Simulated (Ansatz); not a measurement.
# C: the cost of one run

Computed with Ansatz 0.2.0 (DFT PBE+D3(BJ), scalar-relativistic, plane waves, PAW, unless a step's input says otherwise).

## Step 1: The system as given

It takes space group P6/mmm (No. 191, hexagonal). The conventional cell has a = 2.456 Å, b = 2.456 Å, c = 26.524 Å, α = 90.00°, β = 90.00°, γ = 120.00°. C (site symmetry 3m) has 3 C at 1.42 Å as nearest neighbours.

As a file:

```
C
1.0
     2.45617    0.00000    0.00000
    -1.22809    2.12711    0.00000
     0.00000    0.00000   26.52380
C
4
Cartesian
  0.0000 1.4181 9.0000
  1.2281 0.7090 9.0000
  0.0000 1.4181 17.5238
  1.2281 0.7090 17.5238
```

Two layers cut from the bulk, bulk lattice in the plane.

## Step 2: Relaxing the atoms

File input.yaml:

```yaml
crystal:
  lattice:
    - [2.45617016, 0.0, 0.0]
    - [-1.22808508, 2.12710576, 0.0]
    - [0.0, 0.0, 26.5238035001]
  atoms:
    - { symbol: C, position: [0.33333333, 0.66666666, 0.3393178508] }
    - { symbol: C, position: [0.66666667, 0.33333334, 0.3393178508] }
    - { symbol: C, position: [0.33333333, 0.66666666, 0.6606821492] }
    - { symbol: C, position: [0.66666667, 0.33333334, 0.6606821492] }
basis:
  ecutwfc: 600.0
  fft_grid_basis: typed
kpoints:
  mp_grid: { grid: [12, 12, 1] }
hamiltonian:
  xc: pbe
  dispersion: d3bj
scf:
  occupations: { method: gaussian, width: 0.05 }
output:
  forces: true
  eigenvalues: true
efield:
  axis: 3
  dipole_correction: true
  ramp_width: 0.04
relax:
  adjacent_minimum: "off"
  f_tol: 0.04
  max_steps: 40
```

Run with:

```console
> ansatz run input.yaml --threads 1 --pin off --max-ram 2211MiB --backend cpu --events-out ev --progress --plain --runs-dir out
```

Q: Estimate wall time and peak memory on 1 thread of Intel Xeon 6975P-C (Granite Rapids), shared host.

About 4.7 s, with a peak of 0.4 GiB.
